**Question: Is a TiTe₂ sheet a metal or an insulator? My methods can't agree**

I ran one and the same TiTe₂ sheet, with fixed atoms, through eight methods and compared the band gaps.

Band gaps of a TiTe₂ sheet, periodic in two directions, from single-point runs at the r2SCAN-relaxed geometry, without spin polarisation or spin–orbit coupling. DFT uses the 3-atom cell with a 6×6×1 or 12×12×1 k mesh; xTB, PM6 and PM7 use a periodic 3×3×1 cluster of cells. Overlapping bands are listed as a zero gap.

```tsv
name	kind	band gap (eV)	atoms computed
GFN1-xTB tblite	tight binding	0.020	27
GFN2-xTB tblite	tight binding	0.026	27
PBE coarse-settings	low cutoff and mesh	0.000	3
PM7	semi-empirical	4.562	27
PM6	semi-empirical	2.985	27
PBE sz-orbitals	small basis	0.000	3
PBE	semilocal	0.000	3
r2SCAN	semilocal	0.000	3
```

Every DFT row says zero, even with crude settings or a small basis. The two xTB rows find a tiny gap, while PM6 and PM7 find one of several eV, which would make the sheet a good insulator. Is the tiny gap real? And why do PM6 and PM7 stand so far apart from the rest, although they use the same 27 atoms as xTB?

**Answer**

Two separate things can change the number you read: which electron waves the calculation includes, and where the method itself places the filled and empty levels. The first matters on a scale of tenths of an eV, the second on a scale of several eV.

**What the zero hides**

Electrons in a crystal are waves that run from cell to cell. At the point called Γ, all cells are in step; at the point called M, the wave changes sign from one row of cells to the next. The gap is the distance from the highest valence level to the lowest conduction level, and the two may belong to different waves.

In the PBE coarse-settings run, the highest valence level is at Γ and the lowest conduction level is at M. The level at M is the lower of the two, by 0.45 eV. At Γ itself, the lowest conduction level still lies 0.19 eV above the highest valence level. The sheet is therefore a semimetal in this calculation: at each sampled point the valence and conduction levels stay apart, but in the crystal as a whole they overlap.

The chemistry behind this is standard. The valence top consists mainly of tellurium p orbitals, the conduction bottom mainly of titanium d orbitals. Tellurium holds its electrons rather loosely, so its p levels lie high enough to spill electrons into titanium.

**Counting the spilled electrons**

The spill can be checked by a count. In the same run, the level at M lies 0.013 eV below the Fermi level, the energy up to which levels are filled. The filling is smeared over a width of 0.02 eV, so the level at M is occupied to 1/(1 + exp(−0.013/0.02)) ≈ 0.66.

The run samples 36 waves, three of which are of the M type. With two spins, they hold 2 × 3/36 × 0.66 ≈ 0.11 electrons per cell. Γ is one wave of the 36; if two valence bands are emptied there, 2 × 2 × 1/36 ≈ 0.11 electrons are released. One emptied band would supply only half of what M has received.

A pair is also what symmetry suggests: without spin–orbit coupling, the tellurium p orbitals that lie in the plane of the sheet give levels of equal energy at Γ, two by two. The count takes the Fermi level from the run itself, though. It therefore shows what state the run is in, and is no independent test of PBE. The amount also belongs to this coarse mesh, where a single wave stands for the whole region around Γ.

**Why a cluster can show a small gap**

The 27-atom cluster is a block of 3×3 cells, repeated periodically. It can hold only waves that fit into three cells. The wave at M changes sign from cell to cell and repeats after two, so it doesn't fit. The cluster includes Γ, but on the way to M it gets only two thirds of the distance.

Consider the two limits, using the PBE coarse-settings bands. A calculation that saw Γ alone would report a gap of 0.19 eV; one that also saw M would find the overlap of 0.45 eV. The 3×3 block lies somewhere between. A program that simply lists the cluster's levels by energy and fills them from below can't report a negative gap, but even then the number it prints can't exceed the depth of the overlap. With these bands, sampling can thus produce an apparent gap of less than half an eV.

The xTB gaps fit easily into this window. They are also about as small as the smearing width, and xTB is fitted to molecules, so its gaps for solids can be far off. These two values therefore don't establish a semiconductor. They are what a semimetal may look like when M is left out, or when a short list of levels has steps that the full crystal would fill in. A sheet with a truly tiny gap could look the same.

The rule carries over to other blocks that are computed, like this one, without a further mesh of waves: an even number of cells along each edge includes M, an odd number leaves it out.

**Why PM6 and PM7 are different**

PM6 and PM7 see the same waves as xTB and use the same atomic positions. Their gaps of about 3.0 and 4.6 eV are far outside the window, so the cause must lie in the methods themselves.

Both belong to the Hartree–Fock family, and theory offers a well-known reason. Exchange lowers the energy of filled orbitals strongly, because they share space with other filled orbitals and because it removes each electron's repulsion with itself. An empty orbital gains much less and feels the repulsion of all the electrons. In a real solid, the other electrons move aside and weaken this difference, which is called screening; Hartree–Fock orbital energies leave it out.

Here too the limits help. With full, unscreened exchange, filled levels sink, empty levels stay high, and an overlap can turn into a wide gap. With no such exchange, as in PBE, r2SCAN and xTB, filled and empty levels feel essentially the same potential. In semilocal DFT the gap then tends to come out too small; in xTB the fit also has a say. The error of the first limit is especially serious in a semimetal, whose mobile electrons screen well. PM6 and PM7 share the form of the first limit, but their repulsion and level energies are fitted, and these runs can't separate the effect of exchange from that of the fit.

PM7 has a further problem. It puts a charge of about −1.1 e on titanium, although titanium should give electrons to tellurium. PM6 leaves titanium nearly neutral. The two methods therefore disagree about the bonding as well as the gap, but the runs don't show whether the one causes the other.

**What to conclude for your sheet**

Take the DFT rows as agreeing that there is no gap, but not on how deep the overlap is, since a printed zero looks the same for any depth. The small-basis row adds little weight, because a minimal basis can misplace the empty levels. The 0.45 eV comes from the run with the low cutoff and coarse mesh, on a geometry relaxed with r2SCAN and not with PBE. Semilocal functionals often exaggerate such overlaps, and spin–orbit coupling, which is left out here, splits the tellurium levels at Γ. The three-atom cell also rules out the known distortion of this sheet, which doubles the cell in both directions. If your application depends on a gap of a few tenths of an eV, test it with a screened hybrid functional, spin–orbit coupling and a 2×2 cell relaxed from slightly displaced atoms. The PM6 and PM7 gaps shouldn't enter that decision.
